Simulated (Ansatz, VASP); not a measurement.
One calculation of BaS, two programs

```
Ba S
1.0
     0.00000    3.16948    3.16948
     3.16948    0.00000    3.16948
     3.16948    3.16948    0.00000
Ba S
1 1
Direct
  0.50000 0.50000 0.50000
  0.00000 0.00000 0.00000
```

Alike in both runs: task single point; functional PBE; k mesh 6 × 6 × 6; occupations gaussian, width 0.05 eV; non-collinear spin, spin-orbit coupling.

```csv
,VASP,Ansatz
version,VASP 6.6.1,Ansatz 0.2.0
potentials or method,"VASP PAW PBE potentials, release 64 (Ba_sv, S)","plane waves, PAW"
plane-wave cutoff (eV),520,420
valence electrons in the cell,16,16
```

VASP gave:

- gap on the k mesh at the Fermi level (eV): 2.01
- least direct gap on the mesh (eV): 2.10
- pressure (GPa): 2.6
- net moment per atom (μB): 0.00

Task: Which values does Ansatz return?

Result: gap on the k mesh at the Fermi level (eV): 2.12; least direct gap on the mesh (eV): 2.18; pressure (GPa): 1.9; net moment per atom (μB): 0.00.
